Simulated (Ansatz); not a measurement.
# Pressure series in BaSnO3

Take BaSnO3 in the cubic perovskite structure (space group Pm-3m, No. 221; a = 4.1313 Å) as the base.

Cell and atoms are relaxed at each pressure.

Calculations: r2SCAN, PAW, 500 eV (Ansatz, a quantum-chemistry and plane-wave program; scalar-relativistic without spin-orbit coupling).

Candidates:
(a) pressure 0.7 GPa
(b) pressure 7.5 GPa
(c) pressure 3 GPa

Before the change:

| Item | Result |
|---|---|
| Band gap | 1.56 eV |

### Question
Order them by band gap, highest first.

### Answer
(b) pressure 7.5 GPa (2.14 eV), (c) pressure 3 GPa (1.80 eV), (a) pressure 0.7 GPa (1.62 eV)

Load acts through the strain it causes; cell and atoms are relaxed under it. No phonon test of stability was made. No other phases were tried under pressure.
